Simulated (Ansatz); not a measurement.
Data:

```
InN
1.0
    3.42890     0.00000     0.00000
   -1.71445     2.96951     0.00000
    0.00000     0.00000     5.51311
In N
2 2
Direct
  0.66667   0.33333   0.50271
  0.33333   0.66667   0.00271
  0.66667   0.33333   0.12249
  0.33333   0.66667   0.62249
```

A single point on InN with a change (pressure 22.5 GPa), its geometry relaxed with PBE.

All numbers come from Ansatz (an electronic-structure program), PBE, PAW, cutoff 420 eV, with spin-orbit coupling. Settings: 11×11×6 k-points, 0.05 eV Fermi–Dirac smearing.

Problem. Predict the valence-band top at Γ and band gap.

Solution. 
- Valence-band top at Γ (three highest Kramers pairs, from the VBM): 0.00, -0.01, -0.08 eV
- Band gap: 0.10 eV

Single points use the geometry relaxed with PBE. Load acts through the strain it causes; cell and atoms are relaxed under it. No phonon test of stability was made. Tetrahedral semiconductors of this kind turn to denser phases somewhere between about 1 and 50 GPa; those were not computed, so compressed cells here can lie past the real transition. The cell was made from InN in the wurtzite structure (space group P6_3mc, No. 186) by this change: pressure 22.5 GPa. The zero or small gap of InN can change with the level of theory.
